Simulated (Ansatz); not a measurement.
## Sb under changes of volume

One of the cells (30.206 Å³/atom); the others are scaled copies at fixed shape and fractional positions:

```
CELL_PARAMETERS angstrom
2.15420 1.24373 3.75800
-2.15420 1.24373 3.75800
0.00000 -2.48746 3.75800
ATOMIC_POSITIONS crystal
Sb 0.76651 0.76651 0.76651
Sb 0.23349 0.23349 0.23349
```

- Program: Ansatz 0.2.0
- Functional: r2SCAN
- Potentials or basis: Ansatz PAW
- Cutoff: 500 eV (not typed: the program's choice for these potentials)
- k mesh: 8 × 8 × 8
- Occupations: fermi-dirac, width 0.05 eV
- Spin: no spin polarisation

```csv
volume (Å³/atom),energy over the lowest point (meV/atom),pressure (GPa),largest force (eV/Å)
28.393,?,?,?
28.998,26.57,4.4,0.223
29.602,12.65,3.0,0.104
30.206,3.99,1.7,0.006
30.810,0.00,0.5,0.110
31.414,0.18,-0.6,0.208
32.018,4.10,-1.5,0.300
```

Q: What does the run at 28.393 Å³/atom give?

A: Energy over the lowest point 46.38 meV/atom; pressure 6.1 GPa; largest force 0.349 eV/Å.

Worked out: A Birch-Murnaghan fit of order 3 (a polynomial in V^(-2/3)) to the other rows has its minimum at 31.08 Å³/atom with B0 = V·E''(V) = 54 GPa and B' = 4.8 at fixed shape and positions, which overstates the stiffness. It gives 46.40 meV/atom at 28.393 Å³/atom, against the run's 46.38, and -dE/dV = 6.1 GPa, against 6.1.

Energies are extrapolated to zero smearing.

Caveats: the PAW data sets come from PBE, with cores solved anew for the run's functional, which leaves a small shift of forces and pressure.
